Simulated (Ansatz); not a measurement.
# Tl: energy along a strain

Tl, Fm-3m, a = 4.933 Å (as given, not relaxed at this level: -0.8 GPa). This isn't the element's structure at ambient conditions. Ansatz: PBE+D3(BJ), PAW, 420 eV, Γ-centred 16×16×16 mesh on 1 atom, Gaussian smearing 0.15 eV; no spin polarisation. Cell vectors (Å): 0.000 2.466 2.466; 2.466 0.000 2.466; 2.466 2.466 0.000. The cell is strained by x per cent times the pattern (1 1 0 0 0 0) in the order xx yy zz yz xz xy (engineering shears), with fractional coordinates held. y is the free energy over the start, V0 = 30.005 Å³/atom. Points with a strain past 8.5 % were computed too (3) and aren't used here.

| x (%) | y (meV/atom) |
| --- | --- |
| -7.50 | ? |
| -5.00 | 18.23 |
| -2.50 | 0.14 |
| 0.00 | 0.00 |
| 2.50 | 13.30 |
| 5.00 | 37.09 |
| 7.50 | 68.51 |

Question: Fit y = c1 x + c2 x² + c3 x³ to the other rows, get the stiffness along the pattern, and predict the missing energy.

Answer: Least squares on the rows shown. y = 2.7850 x + 1.1073 x² − 0.034915 x³. The clamped-ion stiffness p·C·p = 2 × 11.07 eV × 160.2 / 30.005 Å³ = 118 GPa (second derivative at the start, which stands under stress). At x = -7.50 the fit asked for gives 56.13 meV/atom. The run gave 60.85 meV/atom, so the fit is 4.72 meV/atom too low, 6.9 % of the span of the series, against an rms of 0.19 meV/atom on the fitted rows. The row lies outside the fitted range. With a term in x⁴ added, a fit to the same known rows predicts 59.28 meV/atom, so most of the miss is curvature that the known rows already hold.

Spin–orbit coupling is left out, which can shift energies with elements as heavy as these.